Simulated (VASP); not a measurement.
Ni in VASP: convergence with SIGMA

Input of the first run (SIGMA 0.3 eV); the others differ in this setting and in those tied to it:

The input INCAR:

```
SYSTEM = Ni
PREC = Accurate
ENCUT = 500
EDIFF = 1E-6
ISMEAR = -1
SIGMA = 0.3
LREAL = .FALSE.
LASPH = .TRUE.
NELM = 120
ALGO = Normal
ISIF = 2
LWAVE = .FALSE.
LCHARG = .FALSE.
ISPIN = 2
MAGMOM = 1
LORBIT = 11
LMAXMIX = 4
GGA = PS
NBANDS = 15
```

KPOINTS

```
Automatic mesh
0
G
  13 13 13
  0 0 0
```

File POSCAR:

```
Ni
1.0
   -1.3837154700      1.3837154700      1.3837154700
    1.3837154700     -1.3837154700      1.3837154700
    1.3837154700      1.3837154700     -1.3837154700
Ni
1
Direct
    0.0000000000      0.0000000000      0.0000000000
```

Potentials or basis: VASP PAW PBE potentials, release 64 (Ni).

Command:

```bash
$ cat potpaw_PBE.64/Ni/POTCAR > POTCAR
$ mpirun -np 1 vasp_std > vasp.out
```

This isn't the form of Ni at room conditions, which is fcc.

Hardware: 1 thread of Intel(R) Xeon(R) 6975P-C (Granite Rapids) (shared host).

Q: The values tried are 0.3 eV, 0.2 eV, 0.15 eV, 0.1 eV, 0.05 eV, 0.02 eV, 0.01 eV, loosest first. From which on does the energy stay within 1 meV/atom of the tightest run that finished?

A: From 0.2 eV on.

| SIGMA | energy less the tightest run, at zero smearing (meV/atom) | pressure (GPa) | largest site moment (μB) | SCF cycles | CPU time (s) | peak memory (GiB) |
| --- | --- | --- | --- | --- | --- | --- |
| 0.3 eV | -22.54 | -0.06 | 0.00 | 16 | 13 | 0.13 |
| 0.2 eV | 0.51 | -1.75 | 0.24 | 16 | 14 | 0.13 |
| 0.15 eV | 0.47 | -2.03 | 0.45 | 13 | 11 | 0.13 |
| 0.1 eV | 0.01 | -2.29 | 0.54 | 13 | 10 | 0.14 |
| 0.05 eV | 0.19 | -2.50 | 0.58 | 13 | 11 | 0.13 |
| 0.02 eV | 0.07 | -2.51 | 0.59 | 13 | 11 | 0.13 |
| 0.01 eV | 0.00 | -2.46 | 0.60 | 13 | 11 | 0.13 |

Against the tightest run, the pressure stays within 0.1 GPa from 0.05 eV on; the largest site moment stays within 0.02 μB from 0.05 eV on. Narrower smearing needs a denser k mesh, so at a fixed mesh the narrowest width isn't the most accurate. The tightest run that finished is the yardstick and may itself not be fully converged.

Caveat, for the tightest run too: the PAW data sets were made with another functional, which shifts forces and pressure a little.
